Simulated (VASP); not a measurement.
A VASP 6.6.1 single-point calculation on SrO

INCAR

```
LWAVE = .FALSE.
PREC = Accurate
ISMEAR = -1
NELM = 120
EDIFF = 1E-7
GGA = PE
LCHARG = .FALSE.
SIGMA = 0.02
ENCUT = 520
NBANDS = 9
LASPH = .TRUE.
IBRION = -1
NSW = 0
LREAL = .FALSE.
ISIF = 2
```

KPOINTS

```
KPOINTS created by Atomic Simulation Environment
0
Gamma
8 8 8
0 0 0
```

POSCAR

```
Sr O
 1.0000000000000000
     0.0000000000000000    2.5540934026000000    2.5938804082000000
     2.5540934026000000    0.0000000000000000    2.5938804082000000
     2.5540934026000000    2.5540934026000000    0.0000000000000000
 Sr  O
   1   1
Cartesian
  0.0000000000000000  0.0000000000000000  0.0000000000000000
  2.5540934026000000  2.5540934026000000  2.5938804082000000
```

The recommended PBE PAW datasets give the neutral cell 16 valence electrons.

Command

```
mpirun -np 1 vasp_std
```

OSZICAR

```
N       E                     dE             d eps       ncg     rms          rms(c)
DAV:   1     0.936141887659E+02    0.93614E+02   -0.90576E+03  1062   0.174E+03
DAV:   2    -0.117496700396E+02   -0.10536E+03   -0.10132E+03  1765   0.295E+02
DAV:   3    -0.141744008804E+02   -0.24247E+01   -0.24176E+01  1186   0.548E+01
DAV:   4    -0.142410351696E+02   -0.66634E-01   -0.66568E-01  1591   0.707E+00
DAV:   5    -0.142414445119E+02   -0.40934E-03   -0.40912E-03  1169   0.703E-01    0.166E+01
DAV:   6    -0.121201084805E+02    0.21213E+01   -0.16802E+01  1102   0.326E+01    0.225E+01
DAV:   7    -0.120427592605E+02    0.77349E-01   -0.10511E+00  1285   0.106E+01    0.116E+01
DAV:   8    -0.120326872572E+02    0.10072E-01   -0.14184E-01  1222   0.487E+00    0.234E+00
DAV:   9    -0.120346738184E+02   -0.19866E-02   -0.23796E-02  1460   0.159E+00    0.226E-01
DAV:  10    -0.120354889025E+02   -0.81508E-03   -0.17238E-03  1232   0.520E-01    0.155E-01
DAV:  11    -0.120355622332E+02   -0.73331E-04   -0.22083E-04  1170   0.160E-01    0.832E-02
DAV:  12    -0.120355670042E+02   -0.47711E-05   -0.12432E-05  1518   0.334E-02    0.403E-02
DAV:  13    -0.120355683367E+02   -0.13325E-05   -0.12150E-05  1268   0.332E-02    0.445E-03
DAV:  14    -0.120355679883E+02    0.34849E-06   -0.22136E-06  1172   0.166E-02    0.484E-03
DAV:  15    -0.120355678993E+02    0.88914E-07   -0.11556E-07   683   0.438E-03
   1 F= -.12035568E+02 E0= -.12035568E+02  d E =-.382762E-10
```

From OUTCAR

```
k-points           NKPTS =     59   k-points in BZ     NKDIM =     59   number of bands    NBANDS=      9

   NELECT =      16.0000    total number of electrons

   dimension x,y,z NGX =    28 NGY =   28 NGZ =   28
   dimension x,y,z NGXF=    56 NGYF=   56 NGZF=   56

  energy-cutoff  :      520.00
  volume of cell :       33.84
      direct lattice vectors                 reciprocal lattice vectors
     0.000000000  2.554093403  2.593880408    -0.195764180  0.195764180  0.192761393
     2.554093403  0.000000000  2.593880408     0.195764180 -0.195764180  0.192761393
     2.554093403  2.554093403  0.000000000     0.195764180  0.195764180 -0.192761393

 k-points in reciprocal lattice and weights: KPOINTS created by Atomic Simulation Env
   0.00000000  0.00000000  0.00000000       0.002
   0.12500000  0.00000000  0.00000000       0.016
   0.25000000  0.00000000  0.00000000       0.016
   0.37500000  0.00000000  0.00000000       0.016
   0.50000000  0.00000000  0.00000000       0.008
   0.12500000  0.12500000  0.00000000       0.004
   0.25000000  0.12500000  0.00000000       0.016
   0.37500000  0.12500000  0.00000000       0.016
   ...

 E-fermi :   2.0714

 k-point     1 :       0.0000    0.0000    0.0000
  band No.  band energies     occupation
      1     -30.6889      2.00000
      2     -13.4122      2.00000
      3     -12.3304      2.00000
      4     -12.3186      2.00000
      5     -12.3186      2.00000
      6       1.6480      2.00000
      7       1.7028      2.00000
      8       1.7028      2.00000
      9       5.6923      0.00000

 k-point     2 :       0.1250    0.0000    0.0000
  band No.  band energies     occupation
      1     -30.6686      2.00000
      2     -13.7805      2.00000
      3     -12.3415      2.00000
      4     -12.3289      2.00000
      5     -12.0032      2.00000
      6       1.2295      2.00000
      7       1.4724      2.00000
      8       1.5005      2.00000
      9       6.3900      0.00000

 k-point     3 :       0.2500    0.0000    0.0000
  band No.  band energies     occupation
      1     -30.6191      2.00000
      2     -14.3566      2.00000
      3     -12.3758      2.00000
      4     -12.3535      2.00000
      5     -11.5469      2.00000
      6       0.4031      2.00000
      7       1.0485      2.00000
      8       1.0641      2.00000
      9       7.6898      0.00000

 k-point     4 :       0.3750    0.0000    0.0000
  band No.  band energies     occupation
      1     -30.5688      2.00000
      2     -14.7873      2.00000
      3     -12.4096      2.00000
      4     -12.3776      2.00000
      5     -11.2363      2.00000
      6      -0.2518      2.00000
      7       0.6791      2.00000
      8       0.6822      2.00000
      9       8.0186      0.00000

 k-point     5 :       0.5000    0.0000    0.0000
  band No.  band energies     occupation
      1     -30.5478      2.00000
      2     -14.9444      2.00000
      3     -12.4235      2.00000
      4     -12.3874      2.00000
      5     -11.1287      2.00000
      6      -0.4945      2.00000
      7       0.5363      2.00000
      8       0.5381      2.00000
      9       8.2545      0.00000

 ...

  Total        0.9690347      0.9690347      0.5034012      0.0000000      0.0000000      0.0000000
  in kB       45.8771473     45.8771473     23.8325951      0.0000000      0.0000000      0.0000000
  external PRESSURE =      38.5289632 kB  Pullay stress =       0.0000000 kB

 POSITION                                       TOTAL-FORCE (eV/Angst)
 -----------------------------------------------------------------------------------
      0.00000      0.00000      0.00000        -0.000000      0.000000     -0.000000
      2.55409      2.55409      2.59388         0.000000     -0.000000      0.000000
 -----------------------------------------------------------------------------------
    total drift:                                0.000000      0.000000      0.000000

  FREE ENERGIE OF THE ION-ELECTRON SYSTEM (eV)
  ---------------------------------------------------
  free  energy   TOTEN  =       -12.0355678993 eV

  energy  without entropy=      -12.0355678993  energy(sigma->0) =      -12.03556790
```

It converged. Results: gap between bands v and c on the k mesh 3.23 eV; least direct gap on the k mesh 3.31 eV; pressure 3.9 GPa. Band v is the last that the valence electrons fill when counted band by band, and c is the next.

For comparison, a separate PBE run of the intended cell, on usual settings and not on those above, gives a gap of 3.23 eV on its mesh and a pressure of 3.9 GPa.

The run above took about 18 s on one core of a shared host (Intel Xeon Platinum 8488C) and held 0.17 GiB at most.
